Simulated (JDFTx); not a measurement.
ScAl3:

```
Sc Al
1.0
     4.08781    0.00000    0.00000
     0.00000    4.08781    0.00000
     0.00000    0.00000    4.08781
Sc Al
1 3
Cartesian
  0.0000 0.0000 0.0000
  2.0439 2.0439 0.0000
  0.0000 2.0439 2.0439
  2.0439 0.0000 2.0439
```

The cell is a database's computed one.

Base run:

```yaml
Program: JDFTx 1.7.0 (patched build)
Functional: PBE
Potentials_or_basis: PseudoDojo-SR-PBE-0.5-standard with smoothed tails
Cutoff: 1061 eV
Density_cutoff: 8490 eV
k_mesh: 7 × 7 × 7
Occupations: fermi-dirac, width 0.05 eV
Spin: no spin polarisation
Hubbard_terms: Sc d U = 2 eV
```

Its results: band gap on the k mesh none (metal or under the smearing width); pressure 2.2 GPa.

Question: The run is repeated on the same cell with these changes: hubbard terms from Sc d U = 2 eV to Sc d U = 4 eV. What comes out?

Answer: Band gap on the k mesh none (metal or under the smearing width); pressure 3.7 GPa.

Caveats: the empty levels aren't tightly converged; U without spin polarisation on a metal has little footing; the U is typed as a test and isn't derived for this compound.
